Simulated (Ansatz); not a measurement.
# Al: relaxing cell and atoms, elastic constants and single point, part 2 of 2

Aim: for Al, 3 runs in a chain (relaxing cell and atoms, elastic constants and single point).

Ansatz 0.2.0; DFT PBE, scalar-relativistic, plane waves, PAW. Earlier steps stand in the parts before.

## Step 3: Elastic constants: mesh 46×46×46

It takes the final geometry of step 2.

The input, input.yaml:

```yaml
crystal:
  lattice:
    - [0.0, 2.0201127739, 2.0201127739]
    - [2.0201127739, 0.0, 2.0201127739]
    - [2.0201127739, 2.0201127739, 0.0]
  atoms:
    - { symbol: Al, position: [0.0, 0.0, 0.0] }
scf:
  occupations: { method: gaussian, width: 0.1 }
output:
  eigenvalues: true
kpoints:
  mp_grid: { grid: [46, 46, 46] }
hamiltonian:
  xc: pbe
elastic:
  mode: relaxed_ion
  amplitude: 0.005
  stencil: two_point
```

Started as:

```sh
$ ansatz run input.yaml --threads 4 --pin off --max-ram 8192MiB --backend cpu --events-out ev --progress --plain --runs-dir out
```

The log of the run:

```text
Warning: RAYON_NUM_THREADS=4 ignored (pool sized by the plan → 4); use --threads N
Engine: ansatz 0.2.0, x86_64-unknown-linux-gnu
Pseudopotentials: kind: paw
Pseudopotential: Al, paw, valence charge 3, recommended cutoff 420 eV (normal), Al.paw.azcp
Functional definition: PBE
  parameter kappa = 0.804
  parameter beta = 0.06672455060314922
  exchange = pbe_x(kappa = kappa, mu = beta*pi^2/3)
  correlation = pbe_c(beta = beta)
Crystal: 1 atoms, lattice volume = 16.488 Å³
Basis set: ecut = 420 eV, 331 PW (Γ), exchange–correlation on 40×40×40 points (8 copies of the dense FFT grid, shifted against one another)
Bands: 6, of which v1, the nominal top of the filled ones, is band 2 counted from 1 (1 counted from 0)
Symmetry: 48 space group operations
Space group: Fm-3m (ITA 225), of the structure as read, at distance tolerance 2.5e-5 Å
k-points: 2456 of 97336
Non-local potential: Al, projectors of the file, l = 0: 2, l = 1: 2, l = 2: 1
PAW form: soft (Blöchl's): semilocal exchange-correlation on the pseudo side does not see the compensation charge
PAW one-centre angular grid: Al, 110 points (default); XC on 64 Gauss nodes
Initial density: superposition of atomic densities (neutral atoms: chi_scale 0, normalization atom), corrected by the library's trained network
Initial wavefunctions: pseudopotential atomic-orbital guess
Functional: x = pbe(κ = 0.804, μ = 0.2195149727645171), c = pbe(β = 0.06672455060314922)
SCF iter   1: F=—  HF=-537.503680 eV  |F-HF|=—  |Δ(HF+E_count)|=         —  Δρ=4.61e-4  dr2=9.69e-6  ethr=1.77e-3  ⟨swp⟩=4.7  Hψ=124572  notcnv=0
preconditioner: auto → none  [metal: Δε(μ)=0.003 eV  Ē_g=13.200 eV  σ=0.100 eV  W_gap=0.02  n_scr=0 (ndim 8)  ℏωp=15.8 eV  f_vac=0.000  D(μ)=0.40/eV (n_scr^D=0)]
SCF iter   2: F=—  HF=-537.503723 eV  |F-HF|=—  |Δ(HF+E_count)|=   4.31e-5  Δρ=2.37e-4  dr2=2.65e-6  ethr=3.23e-7  ⟨swp⟩=2.0  Hψ=37651  notcnv=0  defer=4
SCF iter   3: F=—  HF=-537.503734 eV  |F-HF|=—  |Δ(HF+E_count)|=   1.03e-5  Δρ=1.58e-5  dr2=4.39e-8  ethr=8.82e-8  ⟨swp⟩=2.0  Hψ=17269  notcnv=0  defer=4
SCF iter   4: F=—  HF=-537.503734 eV  |F-HF|=—  |Δ(HF+E_count)|=   3.74e-8  Δρ=5.82e-6  dr2=5.97e-9  ethr=1.46e-9  ⟨swp⟩=1.0  Hψ=13608  notcnv=0  defer=4
SCF iter   5: F=—  HF=-537.503734 eV  |F-HF|=—  |Δ(HF+E_count)|=   1.20e-9  Δρ=8.57e-7  dr2=1.41e-10  ethr=1.99e-10  ⟨swp⟩=1.0  Hψ=13608  notcnv=0  defer=4
SCF iter   6: F=—  HF=-537.503734 eV  |F-HF|=—  |Δ(HF+E_count)|=  3.19e-11  Δρ=1.84e-7  dr2=6.50e-12  ethr=4.70e-12  ⟨swp⟩=1.0  Hψ=13608  notcnv=0  defer=4
SCF iter   7: F=-537.503734 eV  HF=-537.503734 eV  |F-HF|=0.00e0  |Δ(HF+E_count)|=  1.93e-12  Δρ=1.24e-8  dr2=2.80e-14  ethr=1.00e-12  ⟨swp⟩=4.0  Hψ=55118  notcnv=0
SCF 1 converged in 7 iterations: F = -537.503734 eV  dr2 = 2.80e-14
Crystal: 1 atoms, lattice volume = 16.405 Å³
Symmetry: 16 space group operations
k-points: 6780 of 97336
Initial density: handed on by an earlier stage of this run
Initial wavefunctions: those handed on with the density
iter 1 solved again at ethr=1.14e-7 eV; its pass at ethr=3.10e-3 eV (dr2=3.43e-6 eV) is discarded
SCF iter   1: F=—  HF=-537.503556 eV  |F-HF|=—  |Δ(HF+E_count)|=         —  Δρ=1.54e-4  dr2=3.61e-6  ethr=1.14e-7  ⟨swp⟩=2.1  Hψ=382005  notcnv=0  defer=77
preconditioner: auto → none  [metal: Δε(μ)=0.001 eV  Ē_g=13.243 eV  σ=0.100 eV  W_gap=0.00  n_scr=0 (ndim 8)  ℏωp=15.9 eV  f_vac=0.000  D(μ)=0.39/eV (n_scr^D=0)]
SCF iter   2: F=—  HF=-537.503576 eV  |F-HF|=—  |Δ(HF+E_count)|=   1.99e-5  Δρ=7.58e-5  dr2=8.61e-7  ethr=1.14e-7  ⟨swp⟩=1.0  Hψ=37608  notcnv=0  defer=77
SCF iter   3: F=—  HF=-537.503575 eV  |F-HF|=—  |Δ(HF+E_count)|=   8.46e-7  Δρ=1.21e-6  dr2=1.34e-10  ethr=2.87e-8  ⟨swp⟩=1.0  Hψ=37610  notcnv=0  defer=77
SCF iter   4: F=—  HF=-537.503575 eV  |F-HF|=—  |Δ(HF+E_count)|=  8.12e-10  Δρ=1.65e-7  dr2=2.05e-12  ethr=4.46e-12  ⟨swp⟩=2.0  Hψ=48042  notcnv=0  defer=77
SCF iter   5: F=-537.503575 eV  HF=-537.503575 eV  |F-HF|=1.14e-13  |Δ(HF+E_count)|=  1.71e-12  Δρ=7.19e-9  dr2=4.18e-15  ethr=1.00e-12  ⟨swp⟩=4.0  Hψ=88859  notcnv=0
SCF 2 converged in 5 iterations: F = -537.503575 eV  dr2 = 4.18e-15
Crystal: 1 atoms, lattice volume = 16.570 Å³
iter 1 solved again at ethr=1.05e-10 eV; its pass at ethr=3.10e-3 eV (dr2=3.14e-9 eV) is discarded
SCF iter   1: F=—  HF=-537.503576 eV  |F-HF|=—  |Δ(HF+E_count)|=         —  Δρ=4.59e-6  dr2=2.92e-9  ethr=1.05e-10  ⟨swp⟩=2.0  Hψ=384909  notcnv=0  defer=98
preconditioner: auto → none  [metal: Δε(μ)=0.004 eV  Ē_g=13.156 eV  σ=0.100 eV  W_gap=0.02  n_scr=0 (ndim 8)  ℏωp=15.8 eV  f_vac=0.000  D(μ)=0.40/eV (n_scr^D=0)]
SCF iter   2: F=—  HF=-537.503600 eV  |F-HF|=—  |Δ(HF+E_count)|=   2.41e-5  Δρ=2.22e-6  dr2=6.47e-10  ethr=9.72e-11  ⟨swp⟩=2.0  Hψ=47904  notcnv=0  defer=98
SCF iter   3: F=—  HF=-537.503600 eV  |F-HF|=—  |Δ(HF+E_count)|=  6.95e-11  Δρ=1.94e-7  dr2=2.60e-12  ethr=2.16e-11  ⟨swp⟩=1.0  Hψ=37840  notcnv=0  defer=98
SCF iter   4: F=—  HF=-537.503600 eV  |F-HF|=—  |Δ(HF+E_count)|=  2.50e-12  Δρ=8.27e-8  dr2=4.22e-13  ethr=1.00e-12  ⟨swp⟩=4.0  Hψ=88820  notcnv=0
SCF iter   5: F=-537.503600 eV  HF=-537.503600 eV  |F-HF|=1.14e-13  |Δ(HF+E_count)|=  4.55e-13  Δρ=1.74e-9  dr2=2.73e-16  ethr=1.00e-12  ⟨swp⟩=3.7  Hψ=85133  notcnv=0
SCF 3 converged in 5 iterations: F = -537.503600 eV  dr2 = 2.73e-16
Crystal: 1 atoms, lattice volume = 16.487 Å³
Symmetry: 8 space group operations
k-points: 12996 of 97336
iter 1 solved again at ethr=4.29e-7 eV; its pass at ethr=3.10e-3 eV (dr2=1.29e-5 eV) is discarded
SCF iter   1: F=—  HF=-537.503665 eV  |F-HF|=—  |Δ(HF+E_count)|=         —  Δρ=2.49e-4  dr2=1.25e-5  ethr=4.29e-7  ⟨swp⟩=1.1  Hψ=715589  notcnv=0  defer=183
preconditioner: auto → none  [metal: Δε(μ)=0.001 eV  Ē_g=13.199 eV  σ=0.100 eV  W_gap=0.00  n_scr=0 (ndim 8)  ℏωp=15.8 eV  f_vac=0.000  D(μ)=0.40/eV (n_scr^D=0)]
SCF iter   2: F=—  HF=-537.503685 eV  |F-HF|=—  |Δ(HF+E_count)|=   2.01e-5  Δρ=9.90e-5  dr2=1.98e-6  ethr=4.18e-7  ⟨swp⟩=1.0  Hψ=72170  notcnv=0  defer=183
SCF iter   3: F=—  HF=-537.503685 eV  |F-HF|=—  |Δ(HF+E_count)|=   5.49e-7  Δρ=2.32e-6  dr2=3.50e-10  ethr=6.58e-8  ⟨swp⟩=1.0  Hψ=72215  notcnv=0  defer=183
SCF iter   4: F=—  HF=-537.503685 eV  |F-HF|=—  |Δ(HF+E_count)|=   4.23e-8  Δρ=6.16e-7  dr2=3.38e-11  ethr=1.17e-11  ⟨swp⟩=2.0  Hψ=92145  notcnv=0  defer=183
SCF iter   5: F=—  HF=-537.503685 eV  |F-HF|=—  |Δ(HF+E_count)|=  1.58e-11  Δρ=7.17e-8  dr2=8.45e-13  ethr=1.13e-12  ⟨swp⟩=2.0  Hψ=91361  notcnv=0  defer=183
SCF iter   6: F=-537.503685 eV  HF=-537.503685 eV  |F-HF|=0.00e0  |Δ(HF+E_count)|=  1.14e-13  Δρ=5.87e-9  dr2=5.39e-15  ethr=1.00e-12  ⟨swp⟩=3.3  Hψ=154594  notcnv=0
SCF 4 converged in 6 iterations: F = -537.503685 eV  dr2 = 5.39e-15
iter 1 solved again at ethr=1.25e-11 eV; its pass at ethr=3.10e-3 eV (dr2=3.76e-10 eV) is discarded
SCF iter   1: F=—  HF=-537.503661 eV  |F-HF|=—  |Δ(HF+E_count)|=         —  Δρ=1.69e-6  dr2=3.87e-10  ethr=1.25e-11  ⟨swp⟩=2.2  Hψ=734480  notcnv=0  defer=210
SCF iter   2: F=—  HF=-537.503685 eV  |F-HF|=—  |Δ(HF+E_count)|=   2.34e-5  Δρ=8.21e-7  dr2=7.56e-11  ethr=1.25e-11  ⟨swp⟩=2.0  Hψ=92315  notcnv=0  defer=210
SCF iter   3: F=—  HF=-537.503685 eV  |F-HF|=—  |Δ(HF+E_count)|=  5.73e-11  Δρ=1.22e-7  dr2=1.48e-12  ethr=2.52e-12  ⟨swp⟩=1.7  Hψ=85503  notcnv=0  defer=210
SCF iter   4: F=—  HF=-537.503685 eV  |F-HF|=—  |Δ(HF+E_count)|=  5.68e-13  Δρ=5.60e-8  dr2=1.73e-13  ethr=1.00e-12  ⟨swp⟩=3.9  Hψ=168740  notcnv=0
SCF iter   5: F=-537.503685 eV  HF=-537.503685 eV  |F-HF|=1.14e-13  |Δ(HF+E_count)|=  4.55e-13  Δρ=8.21e-9  dr2=3.39e-15  ethr=1.00e-12  ⟨swp⟩=3.0  Hψ=150715  notcnv=0
SCF 5 converged in 5 iterations: F = -537.503685 eV  dr2 = 3.39e-15
SCF converged after 7 iterations
Free energy (F): -537.503734 eV
Harris-Foulkes:  -537.503734 eV  (|F-HF|=0.00e0)
Internal energy: -537.501756 eV  (E = F + TS)
E sigma→0 (E₀):  -537.502745 eV
Entropy (-TS):   -0.001978 eV (-1.978 meV/atom)
Fermi energy:    7.955934 eV
--- Per-component energies (eV) ---
  E_band       = 10.586040
  E_kinetic    = 22.775510
  E_local      = 9.909834  (includes V_loc(G=0)·N_el)
  E_nonlocal   = 10.314489
  E_hartree    = 0.103982
  E_xc         = -39.735582
  E_vxc        = -28.962135  (∫ρ·V_xc dr)
  E_paw        = -467.336531  (= ΣΔE_a)
  E_vpaw       = -3.659620  (= ΣTr[D̂ρ^β])
  E_aug_tail   = -0.000002  (compensation charges beyond the density's cutoff)
  E_ewald      = -73.533456
  E_smearing   = -0.001978  (= −TS)
  E_closure    = -0.000000  (closes the sum)
  Σ components = -537.503734   (vs F -537.503734, Δ=0.00e0)
--- Forces (eV/Å), atoms counted from 1 ---
  atom   1  Al    -0.00000000    -0.00000000     0.00000000
  max |Σ_I F_I| component: 1.75e-32 eV/Å
--- Stress (GPa, compression-positive) ---
        0.021368       0.000000       0.000000
        0.000000       0.021368      -0.000000
        0.000000       0.000000       0.021368
  P = ⅓ Tr σ = 0.0214 GPa (0.214 kbar)
--- Band table (eV; the first three rows and the last of 2456) ---
  k-point 0: bands = ["-3.1803", "20.4779", "20.4779", "20.4779", "22.0776", "22.0776"]
  k-point 1: bands = ["-3.1674", "20.1488", "20.4239", "20.4239", "22.1515", "22.1515"]
  k-point 2: bands = ["-3.1289", "19.4519", "20.2859", "20.2859", "22.3489", "22.3489"]
  k-point 2455: bands = ["6.9289", "7.2903", "8.0836", "9.1040", "23.1828", "24.1970"]
--- Elastic constants: 2 strain directions × 2 members + reference (group order 48) ---
  dense FFT box of the reference and of every strained cell: 20×20×20
  strains applied: 11, 23; error gains: componentwise 1.00 (the most a stress slope's error grows in a printed constant), spectral 1.73 (1 for all six strains in a standard setting)
  C = ∂σ_k/∂η_j (tension-positive GPa; Voigt order 11 22 33 23 13 12):
       113.578     60.106     60.106      0.000      0.000     -0.000
        60.106    113.578     60.106     -0.000      0.000     -0.000
        60.106     60.106    113.578     -0.000     -0.000      0.000
         0.000      0.000      0.000     37.843      0.000      0.000
        -0.000     -0.000      0.000      0.000     37.843     -0.000
         0.000     -0.000      0.000      0.000     -0.000     37.843
  reference stress σ⁰ (GPa):     -0.021     -0.021     -0.021     -0.000     -0.000     -0.000
  C* (energy form; C + prestress term) asymmetry max|C*_kj − C*_jk| = 6.395e-14 GPa — a small one proves nothing (zero by symmetry where the batch's group is 432, −43m or m−3m); a large one is finite-difference/SCF noise where every solve meets its electron count
  moduli (Voigt/Reuss/Hill, GPa): K = 77.93/77.93/77.93   G = 33.40/32.45/32.93   E = 86.58   ν = 0.315
  mechanically stable: yes (min eigenvalue of sym C = 37.84 GPa)
  strain η (Voigt 11):  stress-route row diagonal C_11 = 113.58 GPa, energy-path curvature d²(F+E_count+ΔE)/dδ²/Ω₀ = 113.25 GPa
         δ    σ_11 (GPa)             F (eV)   n_scf  n_hpsi   n_pw
    -5.000e-3      -0.5932        -537.5035753       5  675440    332   relax 0 steps, max|allowed force component| 0.00e0 eV/Å
     5.000e-3       0.5426        -537.5035999       5  725936    334   relax 0 steps, max|allowed force component| 0.00e0 eV/Å
  strain η (Voigt 23):  stress-route row diagonal C_44 = 37.84 GPa, energy-path curvature d²(F+E_count+ΔE)/dδ²/Ω₀ = 38.00 GPa
         δ    σ_23 (GPa)             F (eV)   n_scf  n_hpsi   n_pw
    -5.000e-3      -0.1892        -537.5036848       6  1353964    334   relax 0 steps, max|allowed force component| 0.00e0 eV/Å
     5.000e-3       0.1892        -537.5036848       5  1387663    334   relax 0 steps, max|allowed force component| 0.00e0 eV/Å
```

Wall time 3.1 min (4 threads of Intel Xeon Platinum 8175M at 2.50GHz (Skylake/Cascade Lake), shared host); peak memory 2.2 GiB.

Derived from the tensor and the density, 2.717 g/cm³, with v_l = √((B+4G/3)/ρ), v_t = √(G/ρ), v_m = [(2/v_t³+1/v_l³)/3]^(−1/3) and Θ = (ħ/k_B)·v_m·(6π²n/V)^(1/3):

| quantity | value |
| --- | --- |
| bulk modulus B | 77.9 GPa |
| shear modulus G | 32.9 GPa |
| B/G | 2.37 |
| universal anisotropy index | 0.15 |
| sound speeds v_l, v_t | 6696, 3481 m/s |
| Debye temperature Θ | 456 K |

Young's modulus by Cartesian direction:

```
direction  E (GPa)
(1, 0, 0)       72
(0, 1, 0)       72
(0, 0, 1)       72
(1, 1, 0)       90
(1, 0, 1)       90
(0, 1, 1)       90
(1, 1, 1)       98
```

## Step 4: Single point: mesh 28×28×28

It takes the final geometry of step 2.

input.yaml, as its differences from that of step 3:

```diff
@@ -11,9 +11,6 @@
   eigenvalues: true
+  dos: { method: tetrahedron, nscf_kmesh: { grid: [32, 32, 32] }, de: 0.01 }
 kpoints:
-  mp_grid: { grid: [46, 46, 46] }
+  mp_grid: { grid: [28, 28, 28] }
 hamiltonian:
   xc: pbe
-elastic:
-  mode: relaxed_ion
-  amplitude: 0.005
-  stencil: two_point
```

Started as:

```sh
$ ansatz run input.yaml --threads 4 --pin off --max-ram 8192MiB --backend cpu --events-out ev --progress --plain --runs-dir out
```

The log of the run, cut to the lines that bear on the results:

```text
Warning: RAYON_NUM_THREADS=4 ignored (pool sized by the plan → 4); use --threads N
[...]
Pseudopotentials: kind: paw
Pseudopotential: Al, paw, valence charge 3, recommended cutoff 420 eV (normal), Al.paw.azcp
Functional definition: PBE
[...]
Crystal: 1 atoms, lattice volume = 16.488 Å³
Basis set: ecut = 420 eV, 331 PW (Γ)
Bands: 6, of which v1, the nominal top of the filled ones, is band 2 counted from 1 (1 counted from 0)
Symmetry: 48 space group operations
Space group: Fm-3m (ITA 225), of the structure as read, at distance tolerance 2.5e-5 Å
k-points: 624 of 21952
[...]
SCF iter   1: F=—  HF=-537.502925 eV  |F-HF|=—  |Δ(HF+E_count)|=         —  Δρ=4.62e-4  dr2=9.63e-6  ethr=1.77e-3  ⟨swp⟩=4.7  Hψ=31641  notcnv=0
[...]
SCF iter   6: F=-537.502956 eV  HF=-537.502956 eV  |F-HF|=1.82e-12  |Δ(HF+E_count)|=  3.55e-11  Δρ=1.88e-7  dr2=6.81e-12  ethr=5.10e-12  ⟨swp⟩=2.1  Hψ=12339  notcnv=0
[...]
NSCF: frozen V_eff on 897 k-points
SCF converged after 6 iterations
Free energy (F): -537.502956 eV
[...]
E sigma→0 (E₀):  -537.501925 eV
Entropy (-TS):   -0.002062 eV (-2.062 meV/atom)
Fermi energy:    7.949832 eV
[...]
--- Band table (eV; the first three rows and the last of 624) ---
  k-point 0: bands = ["-3.1803", "20.4779", "20.4779", "20.4779", "22.0776", "22.0776"]
[...]
```

Run time: 2.4 s. Hardware: 4 threads of Intel Xeon Platinum 8175M at 2.50GHz (Skylake/Cascade Lake), shared host; peak memory 0.37 GiB.

States per cell in windows of 1 eV, from dos.tsv and pdos.tsv (zero at the Fermi level):

```
from  to  total
  -8  -7   0.23
  -7  -6   0.26
  -6  -5   0.29
  -5  -4   0.32
  -4  -3   0.35
  -3  -2   0.37
  -2  -1   0.36
  -1   0   0.39
   0   1   0.42
   1   2   0.43
   2   3   0.46
   3   4   0.48
   4   5   0.51
   5   6   0.57
```

## Step 5: The runs side by side

What follows sums up all 2 parts.

| step | k mesh | volume (Å³/atom) | pressure (GPa) | energy above the lowest (meV/atom) | gap on the mesh (eV) | time |
| --- | --- | --- | --- | --- | --- | --- |
| 2 | 34×34×34 | 16.49 | 0.0 | 0.0 | 0.00 | 11 s |
| 4 | 28×28×28 | 16.49 | n/a | 0.1 | 0.00 | 2.4 s |

```
                           quantity                                                                      value
relaxed cell, step 2 (conventional)  a = 4.040 Å, b = 4.040 Å, c = 4.040 Å, α = 90.00°, β = 90.00°, γ = 90.00°
        C11, C12, C44 (relaxed-ion)                                                            114, 60, 38 GPa
       B, G, E (Hill) (relaxed-ion)                                                             78, 33, 87 GPa
        Poisson ratio (relaxed-ion)                                                                       0.31
                  Debye temperature                                                                      456 K
```

In words: The tensor is positive definite (least eigenvalue 38 GPa), so the crystal resists every homogeneous strain. B/G = 2.37 lies over 1.75, which by Pugh's rule of thumb suggests ductile behaviour; Young's modulus ranges from about 72 to 98 GPa with direction. Measured bulk modulus of Al: 76.9 GPa (quoted in “The interpretation of polycrystalline coherent inelastic neutron scattering from aluminium”, 2013, pmc:3831299). This calculation gives 78 GPa (+1.3 %). The run is for a static lattice at zero temperature. Measured lattice constant a of Al: 4.0495 Å (quoted in “The interpretation of polycrystalline coherent inelastic neutron scattering from aluminium”, 2013, pmc:3831299). This calculation gives 4.040 Å (-0.2 %). That is the cell relaxed with PBE, without thermal expansion or zero-point motion.
